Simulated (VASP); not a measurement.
## Ag: relaxation of cell and atoms with PBE

Crystal: Ag.

```xyz
1
Lattice="-1.6557 1.6557 1.6557 1.6557 -1.6557 1.6557 1.6557 1.6557 -1.6557" Properties=species:S:1:pos:R:3 pbc="T T T"
Ag    0.0000    0.0000    0.0000
```

This isn't the form of Ag at room conditions, which is fcc.

```
Program                : VASP 6.6.1
Task                   : relaxation of cell and atoms
Functional             : PBE
Potentials or basis    : VASP PAW PBE potentials, release 64 (Ag)
Cutoff                 : 600 eV
k mesh                 : 11 × 11 × 11
Occupations            : fermi-dirac, width 0.05 eV
Spin                   : no spin polarisation
Further INCAR settings : ALGO = Fast; EDIFF = 1e-06; IBRION = 2; EDIFFG = -0.005; NSW = 40; ISIF = 3
```

```yaml
Relaxed_volume: 17.96 Å³/atom
Relaxed_cell: a = 2.857 Å, b = 2.857 Å, c = 2.857 Å, α = 109.47°, β = 109.47°, γ = 109.47°
Space_group_after_relaxing_to_0.05_Å: Im-3m (No. 229)
Energy_gained_by_relaxing: 0.6 meV/atom
Ionic_steps: 4
Pressure_after_relaxing: 0.0 GPa
Band_gap_on_the_k_mesh: none (metal or under the smearing width)
```

The path:
| step | energy change (eV) | largest force (eV/Å) | pressure (GPa) | volume (Å³) |
| --- | --- | --- | --- | --- |
| 1 | 0.0000 | 0.0000 | -0.90 | 18.15 |
| 2 | -0.0005 | 0.0000 | 0.26 | 17.89 |
| 3 | -0.0006 | 0.0000 | 0.05 | 17.95 |
| 4 | -0.0006 | 0.0000 | -0.01 | 17.96 |

Final structure:
```yaml
crystal:
  lattice:
    - [-1.64976, 1.64976, 1.64976]
    - [1.64976, -1.64976, 1.64976]
    - [1.64976, 1.64976, -1.64976]
  atoms:
    - { symbol: Ag, position: [0.00000, 0.00000, 0.00000] }
```

Levels at points of the mesh, in eV from the Fermi level:
```tsv
k point	band 3	band 4	band 5	band 6	band 7	band 8	band 9
(0.00, 0.00, 0.00)	-4.72	-4.72	-3.50	-3.50	17.80	17.80	17.80
```

Wall time 11 s on 1 thread of Intel(R) Xeon(R) 6975P-C (Granite Rapids) (shared host), peak memory 0.14 GiB.
